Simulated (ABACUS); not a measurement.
Runs of ABACUS 3.10.1 on LiF (Griceite). Symmetry: Fm-3m, No. 225, cubic system. Conventional cell: a = 4.028 Å, b = 4.028 Å, c = 4.028 Å, α = 90.00°, β = 90.00°, γ = 90.00°. Around F (site symmetry m-3m) lie 6 Li at 2.01 Å. Li (site symmetry m-3m) has 6 F at 2.01 Å as nearest neighbours. 

| task | level | potentials or basis | cell | k mesh | cutoff (eV) | SCF threshold on the density | eigensolver | symmetry key | threshold of the eigensolver | path | gap on the mesh (eV) | pressure (GPa) | V0 of scaled cells (Å³/atom) | relaxed volume (Å³/atom) | B0 (GPa) |
| --- | --- | --- | --- | --- | --- | --- | --- | --- | --- | --- | --- | --- | --- | --- | --- |
| single point | HLE16 | SPMS ONCV 1.0 PBE, plane waves | as given | 9 × 9 × 9 | 1143 | 1e-08 | dav | 1 | - | - | 12.07 | -0.2 | - | - | - |
| single point | PBE | PseudoDojo NC SR 0.4.1 PBE standard, TZDP LCAO (the cutoffs set its grid) | as given | 10 × 10 × 10 | 1361 | 1e-07 | genelpa | 1 | - | - | 9.12 | 1.9 | - | - | - |
| equation of state | HLE16 | SPMS ONCV 1.0 PBE, plane waves | as given | 9 × 9 × 9 | 1143 | 1e-08 | dav | 1 | - | - | - | - | 8.14 | - | (d) |
| single point | BP86 | GBRV ultrasoft 1.5 PBE, plane waves | as given | 9 × 9 × 9 | 544 | 1e-08 | dav | 1 | - | - | 9.09 | 1.8 | - | - | - |
| relaxation of cell and atoms | PBE | PseudoDojo NC SR 0.4.1 PBE standard, TZDP LCAO (the cutoffs set its grid) | relaxed | 10 × 10 × 10 | 1361 | 1e-07 | genelpa | 1 | - | - | - | 0.1 | - | (a) | - |
| relaxation of cell and atoms | SOGGA | PseudoDojo NC SR 0.4 PBEsol stringent, plane waves | relaxed | 9 × 9 × 9 | 1320 | 1e-08 | dav | 1 | - | - | (b) | 0.0 | - | 7.98 | - |
| single point | SOGGA | PseudoDojo NC SR 0.4 PBEsol stringent, plane waves | as given | 9 × 9 × 9 | 1320 | 1e-08 | dav | 1 | - | - | 8.89 | -1.8 | - | - | - |
| equation of state | BP86 | GBRV ultrasoft 1.5 PBE, plane waves | as given | 9 × 9 × 9 | 544 | 1e-08 | dav | 1 | - | - | - | - | (c) | - | 63 |

Alike in all rows: no spin polarisation; smearing fermi-dirac 0.05 eV.

**Question.** Estimate the missing entries.

**Answer.** (a) 8.38; (b) 9.10; (c) 8.44; (d) 61.

Caveats: the potentials were made for another functional, which shifts forces and pressure (some runs); an odd mesh through Γ misses points on the zone boundary, where band edges often lie (some runs); the potentials were made for a functional far from this one (some runs); the atomic orbitals were generated for these runs and aren't a published set (some runs); the basis of atomic orbitals isn't converged, which shifts pressures, moduli and gaps (some runs).
